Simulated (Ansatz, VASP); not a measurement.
Given: the input of a run of VASP 6.6.1 on ZrC.

The input INCAR:

```
SYSTEM = ZrC
PREC = Accurate
ENCUT = 520
EDIFF = 1E-6
ISMEAR = -1
SIGMA = 0.03
LREAL = .FALSE.
LASPH = .TRUE.
NELM = 80
ALGO = Fast
ISIF = 2
LWAVE = .FALSE.
LCHARG = .FALSE.
GGA = PE
NBANDS = 15
```

KPOINTS

```
regular mesh
0
G
  5 5 5
  0 0 0
```

POSCAR

```
ZrC
1.0
    0.0000000000      2.3650000000      2.3650000000
    2.3650000000      0.0000000000      2.3650000000
    2.3650000000      2.3650000000      0.0000000000
Zr C
1 1
Direct
    0.5000000000      0.5000000000      0.5000000000
    0.0000000000      0.0000000000      0.0000000000
```

Potentials or basis: VASP PAW PBE potentials, release 64 (Zr_sv, C).

Launch:

```bash
$ cat potpaw_PBE.64/Zr_sv/POTCAR potpaw_PBE.64/C/POTCAR > POTCAR
$ mpirun -np 1 vasp_std > vasp.out
```

Problem. Translate it to Ansatz 0.2.0. Potentials there: all-electron LAPW, scalar-relativistic.

Solution. As run (the cutoff follows the program's own potentials):

input.yaml

```yaml
crystal:
  lattice:
    - [0.0, 2.365, 2.365]
    - [2.365, 0.0, 2.365]
    - [2.365, 2.365, 0.0]
  atoms:
    - { symbol: Zr, position: [0.5, 0.5, 0.5] }
    - { symbol: C, position: [0.0, 0.0, 0.0] }
kpoints:
  mp_grid: { grid: [5, 5, 5] }
scf:
  occupations: { method: fermi_dirac, width: 0.03 }
hamiltonian:
  xc: pbe
  pseudopotentials: { kind: all_electron, lapw: { basis_error: 0.002 } }
output:
  forces: true
  stress: true
  eigenvalues: true
```

Potentials or basis: all-electron LAPW, scalar-relativistic.

Command:

```sh
$ ansatz run input.yaml --threads 1 --pin off --max-ram 2560MiB --backend cpu --events-out ev --progress --plain --runs-dir out
```

Both were run:

|  | VASP | Ansatz | Ansatz less VASP |
| --- | --- | --- | --- |
| gap on the k mesh at the Fermi level (eV) | none | none | - |
| pressure (GPa) | -2.7 | -2.9 | -0.15 |

A gap of «none» marks a metal or a gap that the smearing closes. Ansatz ran all-electron here, so the differences hold the error of VASP's frozen core and of both bases.

Caveats: the k mesh is coarse (spacing up to 0.46 Å⁻¹), so the values aren't converged.
